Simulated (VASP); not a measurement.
Write the native input for VASP 6.6.1 that does the following.

```yaml
Task: relaxation of the atoms
Functional: LDA
Potentials_or_basis: VASP PAW LDA potentials, release 64 (Rb_sv)
Cutoff: 600 eV
k_mesh: 10 × 10 × 10
Occupations: methfessel-paxton, width 0.1 eV
Spin: no spin polarisation
Further_INCAR_settings: ALGO = Normal; EDIFF = 1e-07; IBRION = 2; EDIFFG = -0.01; NSW = 40
```

The structure of Rb lies in POSCAR:

```
Rb                                      
1.0
   -2.7274433496      2.7274433496      2.7274433496
    2.7274433496     -2.7274433496      2.7274433496
    2.7274433496      2.7274433496     -2.7274433496
  Rb            
     1
Direct
     0.0000000000000000    0.0000000000000000    0.0000000000000000
```

The cell isn't the ideal one: a relaxed cell with its volume scaled by 1.04.

These files were run (other wordings do the same):

INCAR

```
PREC = Accurate ; ENCUT = 600
EDIFF = 1E-7 ; ISMEAR = 1
SIGMA = 0.1 ; LREAL = False
LASPH = True ; NELM = 80
ALGO = Normal ; ISIF = 2
LWAVE = False ; LCHARG = False
IBRION = 2 ; NSW = 40
EDIFFG = -0.01
```

KPOINTS

```
Automatic mesh
0
Gamma
  10 10 10
```

Potentials or basis: VASP PAW LDA potentials, release 64 (Rb_sv).

Launch:

```bash
$ cat potpaw_LDA.64/Rb_sv/POTCAR > POTCAR
$ mpirun -np 1 vasp_std > vasp.out
```

It gave:

```
Pressure after relaxing : -0.1 GPa
Band gap on the k mesh  : none (metal or under the smearing width)
```

Caveat: the relaxation stopped at its first step, so nothing moved.

Wall time 20 s on 1 thread of Intel(R) Xeon(R) Platinum 8488C (Sapphire Rapids), with other jobs on the host, peak memory 0.2 GiB.
